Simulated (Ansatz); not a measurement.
Cu: pressure and energy change per atom against volume scale

All results are calculated (Ansatz 0.2.0). Plane-wave DFT, scalar-relativistic PAW made under PBE with cores redone for the functional, no dispersion; the given relaxed cell is scaled uniformly, energy at zero smearing counts from the unscaled cell, pressure at the given Fermi-Dirac smearing is positive in compression.

The cell before it is scaled or strained (space group Pm-3m, No. 221):
```
Cu
1.0
      2.4067     0.0000     0.0000
      0.0000     2.4067     0.0000
      0.0000     0.0000     2.4067
Cu
1
Direct
  0.00000 0.00000 0.00000
```

Settings of every row: spin polarised no; functional PBE; wave cutoff 420 eV; smearing width 0.1 eV; k mesh 21x21x21.

Atom starting moment: 0 on all atoms.

Limits: the cell comes from a prototype or a list of computed structures and needn't be the stable phase.

```
row  volume scale  V (Å³/atom)  pressure (GPa)  energy change per atom (meV)
  1          0.88       12.267           17.93                          81.6
  2          0.92       12.825           10.44                          32.9
  3          0.96       13.382            4.57                          7.36
  4          1.04       14.498           -3.68                          6.91
  5          1.08       15.055               ?                             ?
  6          1.12       15.613           -8.74                         51.87
```

Question: what pressure and energy change per atom should row 5 give?

Worked fit of pressure. Take u = (V_r/V)^(2/3) − 1 with V_r = 13.382 Å³ an atom, which is twice the finite (Eulerian) strain; such expansions in the strain, on which the Birch-Murnaghan equation of state is built, carry the rest volume and the bulk modulus. The shown rows have u = 0.05971, 0.02875, 0, -0.052, -0.09769. Least squares give pressure = 4.606 + 189.63 × u + 546.8 × u² GPa; a straight line predicts inner rows, each left out in turn, worse (root mean square 1.5 against 0.12 GPa). The rows lie off it by 0.05, -0.07, -0.04, 0.10, -0.04 (root mean square 0.064 GPa). The withheld row has u = -0.07553, so the fit gives 4.606 + 189.63 × (-0.07553) + 546.8 × (-0.07553)² = -6.60 GPa.

The calculation gave -6.52 GPa. The fit lies 0.08 GPa (1.2 % of the value, 0.3 % of the column's range) below it; its largest miss of a shown row is 0.10 GPa.

Worked fit of energy change per atom. Take u = (V_r/V)^(2/3) − 1 with V_r = 13.382 Å³ an atom, which is twice the finite (Eulerian) strain; such expansions in the strain, on which the Birch-Murnaghan equation of state is built, carry the rest volume and the bulk modulus. The shown rows have u = 0.05971, 0.02875, 0, -0.052, -0.09769. Least squares give energy change per atom = 7.73 + 589.97 × u + 10704.5 × u² meV; a straight line predicts inner rows, each left out in turn, worse (root mean square 30 against 1.2 meV). The rows lie off it by 0.48, -0.64, -0.37, 0.91, -0.38 (root mean square 0.59 meV). The withheld row has u = -0.07553, so the fit gives 7.73 + 589.97 × (-0.07553) + 10704.5 × (-0.07553)² = 24.24 meV.

The calculation gave 25.01 meV. The fit lies 0.77 meV (3.1 % of the value, 1 % of the column's range) below it; its largest miss of a shown row is 0.91 meV.
